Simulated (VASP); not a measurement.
# Ta (P6_3/mmc) in VASP: further runs

One crystal, Ta, is run at these levels: PBEsol, RPBE; tasks: relaxation of cell and atoms.

Everything below comes from runs of VASP 6.6.1. Logs are shortened: lines on timing, memory, paths and dates and some standing lists are left out, and cuts for length are marked.

### Step 1. The crystal as given

It takes space group P6_3/mmc (No. 194, hexagonal). Conventional cell: a = 2.942 Å, b = 2.942 Å, c = 4.804 Å, α = 90.00°, β = 90.00°, γ = 120.00°. Ta (site symmetry -6m2) has 12 Ta at 2.94 Å as nearest neighbours.

This isn't the form of Ta at room conditions, which is bcc.

### Step 2. Relaxation of cell and atoms, PBEsol

INCAR reads:

```
SYSTEM = Ta
  PREC = Accurate
  ENCUT = 580
  EDIFF = 1E-7
  ISMEAR = 0
  SIGMA = 0.1
  LREAL = .FALSE.
  LASPH = .TRUE.
  NELM = 60
  ALGO = Fast
  ISIF = 3
  LWAVE = .FALSE.
  LCHARG = .FALSE.
  GGA = PS
  IBRION = 2
  NSW = 90
  EDIFFG = -0.005
```

KPOINTS reads:

```
Automatic mesh
0
G
  18 18 10
  0 0 0
```

POSCAR reads:

```
Ta
1.0
    2.9416827500      0.0000000000      0.0000000000
   -1.4708413800      2.5475719900      0.0000000000
    0.0000000000      0.0000000000      4.8037679400
Ta
2
Direct
    0.3333333300      0.6666666700      0.2500000000
    0.6666666700      0.3333333300      0.7500000000
```

Potentials or basis: VASP PAW PBE potentials, release 64 (Ta).

On the command line:

```
cat potpaw_PBE.64/Ta/POTCAR > POTCAR
mpirun -np 1 vasp_std > vasp.out
```

OUTCAR:

```text
SYSTEM = Ta
   PREC = Accurate
   ENCUT = 580
   EDIFF = 1E-7
   ISMEAR = 0
   LREAL = .FALSE.
   LASPH = .TRUE.
   NELM = 60
   ISIF = 3
   GGA = PS
   IBRION = 2
   NSW = 90
   EDIFFG = -0.005

 ion  position               nearest neighbor table
   1  0.333  0.667  0.250-   2 2.94   2 2.94   2 2.94   2 2.94   2 2.94   2 2.94
   2  0.667  0.333  0.750-   1 2.94   1 2.94   1 2.94   1 2.94   1 2.94   1 2.94

  LATTYP: Found a hexagonal cell.
 ALAT       =     2.9416827500
 C/A-ratio  =     1.6330000031

  Lattice vectors:

 A1 = (   2.9416827500,   0.0000000000,   0.0000000000)
 A2 = (  -1.4708413800,   2.5475719900,   0.0000000000)
 A3 = (   0.0000000000,   0.0000000000,   4.8037679400)

Analysis of symmetry for initial positions (statically):
=====================================================================
 Subroutine PRICEL returns:
 Original cell was already a primitive cell.

 Routine SETGRP: Setting up the symmetry group for a
 hexagonal supercell.

 Subroutine GETGRP returns: Found 24 space group operations
 (whereof 12 operations were pure point group operations)
 out of a pool of 24 trial point group operations.

The static configuration has the point symmetry D_3d.
 The point group associated with its full space group is D_6h.

Analysis of symmetry for dynamics (positions and initial velocities):
=====================================================================
 Subroutine PRICEL returns:
 Original cell was already a primitive cell.

 Routine SETGRP: Setting up the symmetry group for a
 hexagonal supercell.

 Subroutine GETGRP returns: Found 24 space group operations
 (whereof 12 operations were pure point group operations)
 out of a pool of 24 trial point group operations.

The dynamic configuration has the point symmetry D_3d.
 The point group associated with its full space group is D_6h.

 Subroutine INISYM returns: Found 24 space group operations
 (whereof 12 operations are pure point group operations),
 and found     1 'primitive' translations

----------------------------------------------------------------------------------------

                                     Primitive cell

  volume of cell :      36.0002

  direct lattice vectors                    reciprocal lattice vectors
     2.941682750  0.000000000  0.000000000     0.339941484  0.196265308  0.000000000
    -1.470841380  2.547571990  0.000000000     0.000000000  0.392530615  0.000000000
     0.000000000  0.000000000  4.803767940     0.000000000  0.000000000  0.208169923

  length of vectors
     2.941682750  2.941682751  4.803767940     0.392530615  0.392530615  0.208169923

  position of ions in fractional coordinates (direct lattice)
     0.333333330  0.666666670  0.250000000
     0.666666670  0.333333330  0.750000000

  ion indices of the primitive-cell ions
   primitive index   ion index
                 1           1
                 2           2

----------------------------------------------------------------------------------------

 KPOINTS: Automatic mesh

Automatic generation of k-mesh.
 Grid dimensions read from file:
 generate k-points for:   18   18   10

 Generating k-lattice:

  Cartesian coordinates                     Fractional coordinates (reciprocal lattice)
     0.018885638  0.010903628  0.000000000     0.055555556  0.000000000  0.000000000
     0.000000000  0.021807256  0.000000000     0.000000000  0.055555556  0.000000000
     0.000000000  0.000000000  0.020816992     0.000000000  0.000000000  0.100000000

  Length of vectors
     0.021807256  0.021807256  0.020816992

  Shift w.r.t. Gamma in fractional coordinates (k-lattice)
     0.000000000  0.000000000  0.000000000

 Subroutine IBZKPT returns following result:
 ===========================================

 Found    222 irreducible k-points:

 Following reciprocal coordinates:
            Coordinates               Weight
  0.000000  0.000000  0.000000      1.000000
  0.055556  0.000000  0.000000      6.000000
  0.111111  0.000000  0.000000      6.000000
  0.166667  0.000000  0.000000      6.000000
  0.222222  0.000000  0.000000      6.000000
  0.277778  0.000000  0.000000      6.000000
[... 16 lines left out ...]
  0.333333  0.111111  0.000000     12.000000
  0.388889  0.111111  0.000000     12.000000
 [... further k-points ...]
   k-points           NKPTS =    222   k-points in BZ     NKDIM =    222   number of bands    NBANDS=      9
   number of dos      NEDOS =    301   number of ions     NIONS =      2
   total plane-waves  NPLWV =  23040
   dimension x,y,z NGX =    24 NGY =   24 NGZ =   40
   dimension x,y,z NGXF=    48 NGYF=   48 NGZF=   80
   ions per type =               2
   NGX,Y,Z   is equivalent  to a cutoff of  13.56, 13.56, 13.84 a.u.
   NGXF,Y,Z  is equivalent  to a cutoff of  27.13, 27.13, 27.69 a.u.
 SYSTEM =  Ta
   PREC   = accura    normal or accurate (medium, high low for compatibility)
   ISTART =      0    job   : 0-new  1-cont  2-samecut
   ICHARG =      2    charge: 1-file 2-atom 10-const
   ISPIN  =      1    spin polarized calculation?
   LNONCOLLINEAR =      F non collinear calculations
   LSORBIT =      F    spin-orbit coupling
   LASPH  =      T    aspherical Exc in radial PAW
   ENCUT  =  580.0 eV  42.63 Ry    6.53 a.u.   5.78  5.78  9.43*2*pi/ulx,y,z
   NELM   =     60;   NELMIN=  2; NELMDL= -5     # of ELM steps
   EDIFF  = 0.1E-06   stopping-criterion for ELM
   LREAL  =      F    real-space projection
   EDIFFG = -.5E-02   stopping-criterion for IOM
   NSW    =     90    number of steps for IOM
   IBRION =      2    ionic relax: 0-MD 1-quasi-New 2-CG
   NFREE  =      1    steps in history (QN), initial steepest desc. (CG)
   ISIF   =      3    stress and relaxation
   ISYM   =      2    0-nonsym 1-usesym 2-fastsym
   POTIM  = 0.5000    time-step for ionic-motion
   TEBEG  =    0.0;   TEEND  =   0.0 temperature during run
   PSTRESS=    0.0 pullay stress
   NELECT =      10.0000    total number of electrons
   NUPDOWN=      -1.0000    fix difference up-down
   EMIN   =  10.00;   EMAX   =-10.00  energy-range for DOS
   EFERMI =   0.00;   METHOD = LEGACY
   ISMEAR =     0;   SIGMA  =   0.10  broadening in eV -4-tet -1-fermi 0-gaus
   EFERMI_NEDOS =   21; number of points for ismear=-14 and -15
   IALGO  =     68    algorithm
   IMIX   =      4    mixing-type and parameters
     AMIX     =   0.40;   BMIX     =  1.00
     AMIX_MAG =   1.60;   BMIX_MAG =  1.00
  volume/ion in A,a.u.               =      18.00       121.47
  Fermi-wavevector in a.u.,A,eV,Ry     =   1.068169  2.018547 15.524050  1.140985
  Thomas-Fermi vector in A             =   2.203809
   LORBIT       =      0    0 simple, 1 ext, 2 COOP (PROOUT), +10 PAW based schemes
   GGA     = PS    functional components
   LHFCALC =     F    Hartree Fock is set to
   AEXX    =    0.0000 exact exchange contribution
   IVDW    =     0    specifies the selected vdW correction
   LEPSILON=     F    determine dielectric tensor
   LRPA    =     F    only Hartree local field effects (RPA)
 conjugate gradient relaxation of ions
 non-spin polarized calculation
 RMM-DIIS sequential band-by-band and
 Gauss-broadening in eV      SIGMA  =   0.10
  energy-cutoff  :      580.00
  volume of cell :       36.00
 maximum number of plane-waves:      1170
 NGX is ok and might be reduce to    24
   NGX = 11   NGY = 11   NGZ = 19

--------------------------------------- Ionic step        1  -------------------------------------------

 number of electron      10.0000000 magnetization

 Free energy of the ion-electron system (eV)
  ---------------------------------------------------
  ext. energy  EPLUGINS =         0.00000000
  ---------------------------------------------------
  free energy    TOTEN  =       -24.52788842 eV

  energy without entropy =      -24.51645530  energy(sigma->0) =      -24.52217186

------------------------ aborting loop because EDIFF is reached ----------------------------------------

  FORCE on cell =-STRESS in cart. coord.  units (eV):
  Direction    XX          YY          ZZ          XY          YZ          ZX
  --------------------------------------------------------------------------------------
  -------------------------------------------------------------------------------------
  Total       -0.9458193     -0.9458193      1.7416104      0.0000000      0.0000000     -0.0000000
  in kB      -42.0934437    -42.0934436     77.5099170      0.0000001      0.0000000     -0.0000000
  external PRESSURE =      -2.2256567 kB  Pullay stress =       0.0000000 kB
[... 165 lines left out ...]
  energy  without entropy=      -24.6016130950  energy(sigma->0) =      -24.60761443

--------------------------------------- Ionic step        6  -------------------------------------------

 number of electron      10.0000000 magnetization

 Free energy of the ion-electron system (eV)
  ---------------------------------------------------
  ext. energy  EPLUGINS =         0.00000000
  ---------------------------------------------------
  free energy    TOTEN  =       -24.62080388 eV

  energy without entropy =      -24.60904538  energy(sigma->0) =      -24.61492463

 E-fermi :   6.0280     XC(G=0): -12.4853

 val. band max:        6.0276454235   @ k =   0.3333   0.1111   0.1000
 cond. band min:       6.0291566536   @ k =   0.3889   0.1667   0.1000
 fundamental gap:      0.0015112301
 Fermi energy:         6.0279583945

 k-point     1 :       0.0000    0.0000    0.0000
  band No.  band energies     occupation
      1      -2.3177      2.00000
      2       0.9792      2.00000
      3       5.4101      2.00000
      4       6.0494      0.76161
      5       6.6307      0.00000
      6       6.6307      0.00000
      7       7.2293      0.00000
      8       7.2293      0.00000
      9       9.1378      0.00000
[... 265 lines left out ...]
 k-point    24 :       0.3889    0.1111    0.0000
  band No.  band energies     occupation
      1       2.1464      2.00000
      2       2.5382      2.00000
      3       2.6748      2.00000
      4       5.2543      2.00000
      5       5.6640      2.00000
      6       6.5647      0.00000
      7       6.6666      0.00000
      8      10.7072      0.00000
      9      11.3369      0.00000

 [... further k-points ...]
[... 5 lines left out ...]
  --------------------------------------------------------------------------------------
  -------------------------------------------------------------------------------------
  Total        0.0006907      0.0006907     -0.0073529     -0.0000000     -0.0000000      0.0000000
  in kB        0.0307521      0.0307521     -0.3273841     -0.0000000     -0.0000000      0.0000000
  external PRESSURE =      -0.0886266 kB  Pullay stress =       0.0000000 kB
[... 17 lines left out ...]
  FREE ENERGIE OF THE ION-ELECTRON SYSTEM (eV)
  ---------------------------------------------------
  free  energy   TOTEN  =       -24.6208038759 eV

  energy  without entropy=      -24.6090453845  energy(sigma->0) =      -24.61492463

 reached required accuracy - stopping structural energy minimisation
```

Run time: 2 min. Hardware: 1 thread of Intel Xeon 6975P-C (Granite Rapids), shared host; peak memory 0.23 GiB.

What came out:

- Free energy: -24.6208 eV
- Relaxed volume: 17.99 Å³/atom
- Relaxed cell: a = 2.857 Å, b = 2.857 Å, c = 5.091 Å, α = 90.00°, β = 90.00°, γ = 120.00°
- Space group after relaxing (to 0.05 Å): P6_3/mmc (No. 194)
- Energy gained by relaxing: 46.5 meV/atom
- Ionic steps: 6
- Pressure after relaxing: 0.0 GPa
- Band gap on the k mesh: none (metal or under the smearing width)

Step by step:
| step | energy change (eV) | largest force (eV/Å) | pressure (GPa) | volume (Å³) |
| --- | --- | --- | --- | --- |
| 1 | 0.0000 | 0.0000 | -0.22 | 36.00 |
| 2 | -0.0845 | 0.0000 | 0.76 | 35.82 |
| 3 | -0.0917 | 0.0000 | 1.52 | 35.73 |
| 4 | -0.0918 | 0.0000 | 1.43 | 35.74 |
| 5 | -0.0857 | 0.0000 | -3.50 | 36.62 |
| 6 | -0.0929 | 0.0000 | -0.01 | 35.98 |

Final structure:
```yaml
crystal:
  lattice:
    - [2.85685, 0.00000, 0.00000]
    - [-1.42842, 2.47410, 0.00000]
    - [0.00000, 0.00000, 5.09103]
  atoms:
    - { symbol: Ta, position: [0.33333, 0.66667, 0.25000] }
    - { symbol: Ta, position: [0.66667, 0.33333, 0.75000] }
```

Caveat: the PAW data sets were made with another functional, which shifts forces and pressure a little. Spin-orbit coupling is left out, which matters for the levels of Ta.

### Step 3. Relaxation of cell and atoms, RPBE

Edit INCAR of step 2 so:

```diff
@@ -2,3 +2,3 @@
   PREC = Accurate
-  ENCUT = 580
+  ENCUT = 600
   EDIFF = 1E-7
@@ -13,3 +13,3 @@
   LCHARG = .FALSE.
-  GGA = PS
+  GGA = RP
   IBRION = 2
```

KPOINTS is that of step 2.

POSCAR is that of step 2.

Potentials or basis: VASP PAW PBE potentials, release 64 (Ta_pv).

On the command line:

```
cat potpaw_PBE.64/Ta_pv/POTCAR > POTCAR
mpirun -np 1 vasp_std > vasp.out
```

OUTCAR:

```text
SYSTEM = Ta
   PREC = Accurate
   ENCUT = 600
   EDIFF = 1E-7
   ISMEAR = 0
   LREAL = .FALSE.
   LASPH = .TRUE.
   NELM = 60
   ISIF = 3
   GGA = RP
   IBRION = 2
   NSW = 90
   EDIFFG = -0.005

 ion  position               nearest neighbor table
   1  0.333  0.667  0.250-   2 2.94   2 2.94   2 2.94   2 2.94   2 2.94   2 2.94
   2  0.667  0.333  0.750-   1 2.94   1 2.94   1 2.94   1 2.94   1 2.94   1 2.94

  LATTYP: Found a hexagonal cell.
 ALAT       =     2.9416827500
 C/A-ratio  =     1.6330000031

  Lattice vectors:

 A1 = (   2.9416827500,   0.0000000000,   0.0000000000)
 A2 = (  -1.4708413800,   2.5475719900,   0.0000000000)
 A3 = (   0.0000000000,   0.0000000000,   4.8037679400)

[... 408 lines left out ...]

 val. band max:        5.5421573618   @ k =   0.3333  -0.0000   0.3000
 cond. band min:       5.5545615350   @ k =   0.2222   0.2222   0.1000
 fundamental gap:      0.0124041732
 Fermi energy:         5.5483608779

 k-point     1 :       0.0000    0.0000    0.0000
  band No.  band energies     occupation
      1     -29.0501      2.00000
      2     -28.2687      2.00000
      3     -28.1726      2.00000
      4     -28.1726      2.00000
      5     -28.0920      2.00000
      6     -28.0920      2.00000
      7      -2.5646      2.00000
      8       0.7235      2.00000
      9       5.0838      2.00000
     10       5.4021      1.96136
     11       6.1622      0.00000
     12       6.1622      0.00000
     13       6.7266      0.00000
     14       6.7266      0.00000
[... 401 lines left out ...]
      2     -28.9640      2.00000
      3     -28.6491      2.00000
      4     -28.4856      2.00000
      5     -28.3964      2.00000
      6     -28.3494      2.00000
      7       1.8085      2.00000
      8       2.2964      2.00000
      9       2.4706      2.00000
     10       4.6741      2.00000
     11       5.2606      1.99995
     12       6.0964      0.00000
     13       6.1383      0.00000
     14       9.9103      0.00000
     15      10.5709      0.00000

 [... further k-points ...]
[... 5 lines left out ...]
  --------------------------------------------------------------------------------------
  -------------------------------------------------------------------------------------
  Total       -0.0059881     -0.0059881      0.0087513      0.0000000      0.0000000     -0.0000000
  in kB       -0.2516415     -0.2516415      0.3677646      0.0000000      0.0000000     -0.0000000
  external PRESSURE =      -0.0451728 kB  Pullay stress =       0.0000000 kB
[... 17 lines left out ...]
  FREE ENERGIE OF THE ION-ELECTRON SYSTEM (eV)
  ---------------------------------------------------
  free  energy   TOTEN  =       -22.0912392205 eV

  energy  without entropy=      -22.0780590079  energy(sigma->0) =      -22.08464911

 reached required accuracy - stopping structural energy minimisation
```

It took 5.2 min on 1 thread of Intel Xeon 6975P-C (Granite Rapids), shared host; peak memory 0.26 GiB.

What came out:

```
Free energy                            : -22.0912 eV
Relaxed volume                         : 19.06 Å³/atom
Relaxed cell                           : a = 2.919 Å, b = 2.919 Å, c = 5.168 Å, α = 90.00°, β = 90.00°, γ = 120.00°
Space group after relaxing (to 0.05 Å) : P6_3/mmc (No. 194)
Energy gained by relaxing              : 77.1 meV/atom
Ionic steps                            : 7
Pressure after relaxing                : 0.0 GPa
Band gap on the k mesh                 : none (metal or under the smearing width)
```

Step by step:
```csv
step,energy change (eV),largest force (eV/Å),pressure (GPa),volume (Å³)
1,0.0000,0.0000,11.59,36.00
2,0.1664,0.0000,-17.94,43.16
3,-0.1064,0.0000,-2.39,38.60
4,-0.1535,0.0000,-0.93,38.31
5,-0.1539,0.0000,-0.77,38.29
6,-0.1531,0.0000,1.32,37.85
7,-0.1543,0.0000,0.00,38.13
```

Final structure:
```
Ta
1.0
     2.91875    0.00000    0.00000
    -1.45937    2.52771    0.00000
     0.00000    0.00000    5.16763
Ta
2
Direct
  0.33333 0.66667 0.25000
  0.66667 0.33333 0.75000
```

Caveat: the PAW data sets were made with another functional, which shifts forces and pressure a little.
